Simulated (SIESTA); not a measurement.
Crystal: GaP.

```xyz
2
Lattice="0.0000 2.7252 2.7252 2.7252 0.0000 2.7252 2.7252 2.7252 0.0000" Properties=species:S:1:pos:R:3 pbc="T T T"
Ga    0.0000    0.0000    0.0000
P     4.0879    4.0879    4.0879
```

Base run:

| Property | Result |
| --- | --- |
| Program | SIESTA 5.4.2 |
| Functional | PBE |
| Potentials or basis | PseudoDojo 0.4 standard (PBE files) |
| Basis | TZP (energy shift 0.002 Ry; radii capped at 9.5 bohr) |
| Grid cutoff | 800 Ry |
| Energy shift | 0.002 Ry |
| k mesh | 8 × 8 × 8 |
| Occupations | fermi-dirac, width 0.05 eV |
| Spin | no spin polarisation |

Its results: band gap on the k mesh 1.64 eV, indirect (least direct gap 1.86 eV); pressure 3.2 GPa.

Q: The run is repeated on the same cell with these changes: basis from TZP (energy shift 0.002 Ry; radii capped at 9.5 bohr) to DZ (energy shift 0.002 Ry; radii capped at 9.5 bohr). What comes out?

A: Band gap on the k mesh 1.92 eV, direct; pressure 6.1 GPa.

Caveats: semicore shells carry a single zeta, which can move pressures by several GPa and volumes by a few percent; the basis of atomic orbitals isn't converged, which shifts pressures, moduli and gaps; the basis has no polarisation orbitals (some runs).
